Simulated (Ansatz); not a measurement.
# TiCo3 (Pm-3m) in Ansatz: single point with PBE0

Aim: the single point of TiCo3 with PBE0.

All numbers are computed with Ansatz 0.2.0; they aren't measurements. Logs are shortened: lines on timing, memory, paths and dates and some standing lists are left out, and cuts for length are marked.

## (1) Starting point

The structure is cubic, space group Pm-3m (No. 221). The conventional cell has a = 3.571 Å, b = 3.571 Å, c = 3.571 Å, α = 90.00°, β = 90.00°, γ = 90.00°. Co (site symmetry 4/mmm) has 8 Co at 2.53 Å and 4 Ti at 2.53 Å as nearest neighbours. Around Ti (site symmetry m-3m) lie 12 Co at 2.53 Å.

## (2) Single point, PBE0, collinear spin, ferromagnetic start

File input.yaml:

```yaml
crystal:
  lattice:
    - [3.571, 0.0, 0.0]
    - [0.0, 3.571, 0.0]
    - [0.0, 0.0, 3.571]
  atoms:
    - { symbol: Co, position: [0.5, 0.5, 0.0], spin: 2.0 }
    - { symbol: Co, position: [0.5, 0.0, 0.5], spin: 2.0 }
    - { symbol: Co, position: [0.0, 0.5, 0.5], spin: 2.0 }
    - { symbol: Ti, position: [0.0, 0.0, 0.0], spin: 1.0 }
hamiltonian:
  xc: pbe0
  pseudopotentials: { kind: paw }
magnetization:
  spin_polarized: true
kpoints:
  mp_grid: { grid: [4, 4, 4] }
scf:
  occupations: { method: fermi_dirac, width: 0.05 }
output:
  forces: true
  stress: true
  eigenvalues: true
```

Potentials or basis: Ansatz PAW.

On the command line:

```console
$ ansatz run input.yaml --threads 2 --pin off --max-ram 5632MiB --backend cpu --events-out ev --progress --plain --runs-dir out
```

The program printed:

```text
Warning: output.stress: scf.convergence.dr2_threshold = 1e-7 eV (the SCF's general default) is looser than the 4e-10 eV advised for a printed stress (1e-10 eV for each atom of the cell: 4). What an SCF threshold leaves in a stress goes as its square root, and in the free energy as the threshold itself, and one threshold admits the most on a small cell: of the crystals measured, under no hybrid functional and no lock of the moments, on runs that ended without the residual-converged pass, on stresses that held no estimate of that error, the worst erred by over 100 MPa in a component at 1e-7 eV an atom and by under 5 at 1e-10. Set scf.convergence.dr2_threshold to 4e-10 eV or tighter. The threshold is an SCF's pass mark: one that does not reach it within its budget of iterations ends unconverged, or closes short of it on a stop that the run arms, and scf.convergence.dr2_threshold's page says what that costs each kind of run
Warning: output.stress: scf.exx.energy_threshold = 1e-6 eV is looser than the 4e-8 eV advised for a stress under a hybrid functional (1e-8 eV for each atom of the cell: 4). Every SCF of the exchange loop can meet its threshold on dr2 while the loop round them stops early: no threshold on dr2 bounds what that leaves in the stress. Set scf.exx.energy_threshold to 4e-8 eV or tighter. The threshold is the loop's pass mark: a loop that does not reach it within its budget of cycles ends unconverged, and scf.exx.energy_threshold's page has the law
Warning: RAYON_NUM_THREADS=2 ignored (pool sized by the plan → 2); use --threads N
Engine: ansatz 0.2.0, x86_64-unknown-linux-gnu
Pseudopotentials: kind: paw
Pseudopotential: Co, paw, valence charge 17, recommended cutoff 420 eV (normal), Co.paw.azcp
Pseudopotential: Ti, paw, valence charge 12, recommended cutoff 420 eV (normal), Ti.paw.azcp
Functional definition: PBE0
  parameter a = 0.25
  parameter kappa = 0.804
  parameter beta = 0.06672455060314922
  exchange = (1 - a)*pbe_x(kappa = kappa, mu = beta*pi^2/3) + a*exact_x
  correlation = pbe_c(beta = beta)
Crystal: 4 atoms, lattice volume = 45.538 Å³
Basis set: ecut = 420 eV, 895 PW (Γ), exchange–correlation on 48×48×48 points (8 copies of the dense FFT grid, shifted against one another)
Bands: 42, of which v1, the nominal top of the filled ones, is band 32 counted from 1 (31 counted from 0)
Symmetry: 48 space group operations
Space group: Pm-3m (ITA 221), of the structure as read, at distance tolerance 3.6e-5 Å
Magnetic group: BNS 221.92 (UNI 1594), of the structure as read, at distance tolerance 3.6e-5 Å
k-points: 10 of 64
Non-local potential: Co, projectors of the file, l = 0: 3, l = 1: 2, l = 2: 3, l = 3: 1
Non-local potential: Ti, projectors of the file, l = 0: 3, l = 1: 2, l = 2: 3, l = 3: 1
PAW form: soft (Blöchl's): semilocal exchange-correlation on the pseudo side does not see the compensation charge
PAW frozen core: Co, regenerated for the run's functional, and the local potential with it (the file was generated under x = pbe(κ = 0.804, μ = 0.2195149727645171), c = pbe(β = 0.06672455060314922))
PAW frozen core: Ti, regenerated for the run's functional, and the local potential with it (the file was generated under x = pbe(κ = 0.804, μ = 0.2195149727645171), c = pbe(β = 0.06672455060314922))
PAW one-centre angular grid: Co, 590 points (default); XC on 64 Gauss nodes
PAW one-centre angular grid: Ti, 590 points (default); XC on 64 Gauss nodes
Initial density: superposition of atomic densities (chi_scale 0.1, normalization cell)
Starting moments: Σ|m| = 7 μB on 4 of 4 sites
Initial wavefunctions: pseudopotential atomic-orbital guess
Functional: x = pbe(κ = 0.804, μ = 0.2195149727645171), c = pbe(β = 0.06672455060314922), warm-up for x = 0.75 pbe(κ = 0.804, μ = 0.2195149727645171) + 0.25 exact, c = pbe(β = 0.06672455060314922)
iter 1 solved again at ethr=6.98e-3 eV; its pass at ethr=1.00e-1 eV (dr2=4.39e0 eV) is discarded
SCF iter   1: F=—  HF=-17878.947661 eV  |F-HF|=—  |Δ(HF+E_count)|=         —  Δρ=1.11e-1 (↑1.11e-1 ↓1.00e-1)  dr2=4.31e0  dr2_m=3.97e0  M=3.024 μB ∫|m|=3.387 μB  β_m=0.30  ethr=6.98e-3  ⟨swp⟩=2.6  Hψ=3996  notcnv=0
preconditioner: auto → Kerker (q_TF=auto, 2.880 Å⁻¹)  [metal: Δε(μ)=0.014 eV  Ē_g=11.488 eV  σ=0.050 eV  W_gap=0.07  n_scr=18 (ndim 8)  ℏωp=33.5 eV  f_vac=0.000  D(μ)=5.10/eV (n_scr^D=80)]
spin=Collinear: Kerker preconditioning applied to the charge; magnetization (m = ρ↑ − ρ↓) channel mixes plain (no charge-response kernel on spin).
[... 321 lines left out ...]
SCF iter  11: F=—  HF=-17872.523273 eV  |F-HF|=—  |Δ(HF+E_count)|=   2.39e-6  Δρ=7.23e-6 (↑5.29e-6 ↓7.23e-6)  dr2=3.84e-9  dr2_m=1.35e-8  M=2.938 μB ∫|m|=6.249 μB  β_m=0.74  ethr=6.56e-11  ⟨swp⟩=5.0  Hψ=2911  notcnv=0
SCF iter  12: F=-17872.523273 eV  HF=-17872.523273 eV  |F-HF|=1.25e-9  |Δ(HF+E_count)|=   6.96e-9  Δρ=4.14e-6 (↑2.26e-6 ↓4.14e-6)  dr2=2.77e-9  dr2_m=4.06e-9  M=2.938 μB ∫|m|=6.249 μB  ethr=4.01e-12  ⟨swp⟩=4.1  Hψ=2037  notcnv=0
SCF 17 converged in 12 iterations: F = -17872.523273 eV  dr2 = 2.77e-9
  Residual-converged pass: ⟨swp⟩=2.2  Hψ=1281  notcnv=0  max |occ|·‖R‖ = 2.3e-6 eV (tolerance 2.3e-6 eV)  dr2=2.77e-9  dr2_m=4.03e-9  dr2_onsite=3.00e-9  max |Δocc| = 3.9e-15
hybrid outer 16: dexx = +5.238e-4 eV, tail = 1.50e-5 eV, Δε = 3.68e-2 eV (about 8.85e-3 eV left of the loop's levels)
Frozen-core exchange: fock
SCF iter   1: F=—  HF=-17872.523271 eV  |F-HF|=—  |Δ(HF+E_count)|=         —  Δρ=7.41e-6 (↑5.51e-6 ↓7.41e-6)  dr2=3.96e-8  dr2_m=9.08e-9  M=2.938 μB ∫|m|=6.249 μB  β_m=0.30  ethr=1.15e-8  ⟨swp⟩=2.6  Hψ=1802  notcnv=0
preconditioner: auto → none  [insulator: Δε(μ)=0.651 eV  Ē_g=9.181 eV  σ=0.050 eV  W_gap=0.83  n_scr=18 (ndim 8)  ℏωp=30.6 eV  f_vac=0.000  D(μ)=0.52/eV (n_scr^D=0)]
SCF iter   2: F=—  HF=-17872.523271 eV  |F-HF|=—  |Δ(HF+E_count)|=   4.58e-8  Δρ=9.33e-6 (↑1.65e-6 ↓9.33e-6)  dr2=2.36e-8  dr2_m=1.03e-8  M=2.938 μB ∫|m|=6.249 μB  β_m=0.30  ethr=5.15e-11  ⟨swp⟩=4.1  Hψ=2326  notcnv=0
SCF iter   3: F=—  HF=-17872.523271 eV  |F-HF|=—  |Δ(HF+E_count)|=   4.18e-9  Δρ=6.44e-6 (↑3.33e-6 ↓6.44e-6)  dr2=2.36e-9  dr2_m=9.03e-9  M=2.938 μB ∫|m|=6.249 μB  β_m=0.56  ethr=3.17e-11  ⟨swp⟩=2.5  Hψ=1491  notcnv=0
SCF iter   4: F=-17872.523271 eV  HF=-17872.523271 eV  |F-HF|=3.62e-9  |Δ(HF+E_count)|=   6.23e-9  Δρ=4.15e-6 (↑4.15e-6 ↓2.00e-6)  dr2=5.08e-9  dr2_m=3.06e-9  M=2.938 μB ∫|m|=6.249 μB  ethr=3.01e-12  ⟨swp⟩=4.1  Hψ=2117  notcnv=0
SCF 18 converged in 4 iterations: F = -17872.523271 eV  dr2 = 5.08e-9
  Residual-converged pass: ⟨swp⟩=2.2  Hψ=1201  notcnv=0  max |occ|·‖R‖ = 2.3e-6 eV (tolerance 2.3e-6 eV)  dr2=5.09e-9  dr2_m=3.05e-9  dr2_onsite=3.04e-9  max |Δocc| = 1.8e-15
hybrid outer 17: dexx = +5.216e-8 eV, tail = 4.08e-8 eV, Δε = 5.77e-4 eV (about 2.98e-4 eV left of the loop's levels), ΔF = 7.57e-29 eV/Å (tail 3.92e-29)
this state was not tested for a lower state beside it, because the functional holds exact exchange (a hybrid, or Hartree-Fock), whose exchange loop this test does not read (fock_operator); the stability check (scf.self_checks: high) cannot read this state: a pseudopotential is PAW: the check reads norm-conserving sets alone
hybrid SCF converged: 17 outer / 131 inner (+100 warm-up), last move |dexx| = 5.22e-8 eV, tail = 4.08e-8 eV
Magnetization: 2.9375 μB (32.9688 up, 30.0312 down)
Absolute magnetization: 6.2524 μB (∫|ρ↑−ρ↓|, with the PAW one-centre terms)
Spin contamination: 1.0603 ħ² per cell (⟨S²⟩ above its minimum at these occupations)
Per-site moments (μB) at R_I (Å): [(1.5068179836416513, 1.0415948051920791), (1.5068179836416506, 1.0415948051920791), (1.5068179836416518, 1.0415948051920791), (-0.9104053800195908, 1.0415948051920791)]
Free energy (F): -17872.523271 eV
Frozen-core exchange: fock
Harris-Foulkes:  -17872.523271 eV  (|F-HF|=3.62e-9)
Internal energy: -17872.518954 eV  (E = F + TS)
E sigma→0 (E₀):  -17872.521112 eV
Entropy (-TS):   -0.004317 eV (-1.079 meV/atom)
Fermi energy:    18.869296 eV
--- Per-component energies (eV) ---
  E_band       = -1034.869489
  E_kinetic    = 1647.029930
  E_local      = -9483.493529  (includes V_loc(G=0)·N_el)
  E_nonlocal   = 1384.115052
  E_hartree    = 4018.946940
  E_xc         = -444.950212
  E_vxc        = -570.780933  (∫ρ·V_xc dr)
  E_exx        = -319.377962  (= α·E_x^exact, valence–valence)
  E_paw        = -5416.411283  (= ΣΔE_a)
  E_vpaw       = -1410.871957  (= ΣTr[D̂ρ^β])
  E_aug_tail   = 0.000327  (compensation charges beyond the density's cutoff)
  E_ewald      = -9257.561599
  E_core_change = -0.816619  (= ΣΔE_core)
  E_smearing   = -0.004317  (= −TS)
  E_closure    = -0.000000  (closes the sum)
  Σ components = -17872.523271   (vs F -17872.523271, Δ=0.00e0)
--- Forces (eV/Å), atoms counted from 1 ---
  atom   1  Co     0.00000000    -0.00000000    -0.00000000
  atom   2  Co     0.00000000    -0.00000000     0.00000000
  atom   3  Co     0.00000000    -0.00000000    -0.00000000
  atom   4  Ti    -0.00000000     0.00000000     0.00000000
  max |Σ_I F_I| component: 2.44e-28 eV/Å
--- Stress (GPa, compression-positive) ---
       11.824961      -0.000000      -0.000000
       -0.000000      11.824961       0.000000
       -0.000000       0.000000      11.824961
  P = ⅓ Tr σ = 11.8250 GPa (118.250 kbar)
--- Band table (eV; the first three rows and the last of 20) ---
  k-point 0 ↑: bands = ["-83.8559", "-83.8060", "-83.8060", "-45.6661", "-45.6661", "-45.6661", "-45.5828", "-45.5828", "-45.5828", "-45.4116", "-45.4116", "-45.4116", "-42.7390", "-17.3223", "-17.3223", "-17.3223", "8.7105", "11.2897", "11.4052", "11.4052", "12.4282", "12.4282", "12.4282", "14.5554", "14.5554", "14.5554", "14.7495", "14.7495", "15.3437", "16.7489", "16.7489", "16.7489", "21.4444", "21.4444", "22.2079", "22.2079", "22.2079", "23.2843", "23.2843", "23.2843", "30.5532", "31.4980"]
  k-point 1 ↑: bands = ["-83.8494", "-83.8123", "-83.8060", "-45.6508", "-45.6508", "-45.6466", "-45.5872", "-45.5872", "-45.5844", "-45.4370", "-45.4220", "-45.4220", "-42.7307", "-17.3642", "-17.3241", "-17.3241", "9.6329", "11.6183", "11.7170", "11.8985", "12.6984", "12.8038", "12.8038", "14.2630", "14.4692", "14.6868", "14.6868", "14.7645", "15.0624", "15.7704", "15.7704", "16.7395", "17.8110", "21.1555", "21.1925", "21.1925", "22.5427", "23.2080", "25.4500", "25.4500", "30.5226", "30.9786"]
  k-point 2 ↑: bands = ["-83.8390", "-83.8225", "-83.8058", "-45.6297", "-45.6297", "-45.6216", "-45.5963", "-45.5963", "-45.5858", "-45.4686", "-45.4330", "-45.4330", "-42.7225", "-17.4045", "-17.3268", "-17.3268", "11.2834", "11.8792", "12.1013", "12.6044", "13.1697", "13.6677", "13.6677", "13.7690", "14.1389", "14.1389", "14.4072", "14.4605", "14.5526", "14.8883", "15.1581", "15.1581", "16.7320", "20.5768", "20.5768", "20.8440", "22.5359", "23.1359", "28.6476", "28.6476", "29.3198", "29.3198"]
  k-point 9 ↓: bands = ["-81.3965", "-81.3965", "-81.3965", "-43.7828", "-43.1044", "-43.1044", "-43.1044", "-43.0739", "-42.8883", "-42.8883", "-42.8883", "-42.7590", "-42.7590", "-18.5531", "-18.5531", "-18.5531", "12.3879", "12.3879", "12.3879", "12.9515", "16.1093", "16.1093", "16.5614", "16.5614", "16.5614", "17.3756", "17.8363", "17.8363", "17.8363", "17.8714", "17.8714", "17.8714", "21.5410", "21.5410", "21.5410", "22.1814", "22.1814", "22.3889", "22.3889", "22.3889", "28.0738", "28.0738"]
```

It took 3.6 min on 2 threads of Intel Xeon at 2.70GHz, shared host; peak memory 0.95 GiB.

What came out:

```yaml
Free_energy: -17872.5233 eV
Pressure: 11.8 GPa
Band_gap_on_the_k_mesh: none (metal or under the smearing width)
Net_moment: 2.94 μB per cell
Absolute_moment: 6.25 μB per cell
Site_moments: Co +1.51; Ti -0.91 μB
```

Caveat: the k mesh is coarse (spacing up to 0.44 Å⁻¹), so the values aren't converged, least of all with exact exchange; the magnetic or orbital state may not be the lowest; the pressure holds a Pulay correction of +0.3 GPa for the finite cutoff; the PAW data sets come from PBE, with cores solved anew for the run's functional, which leaves a small shift of forces and pressure; the starting moments weren't kept; the thresholds are loose for stress.
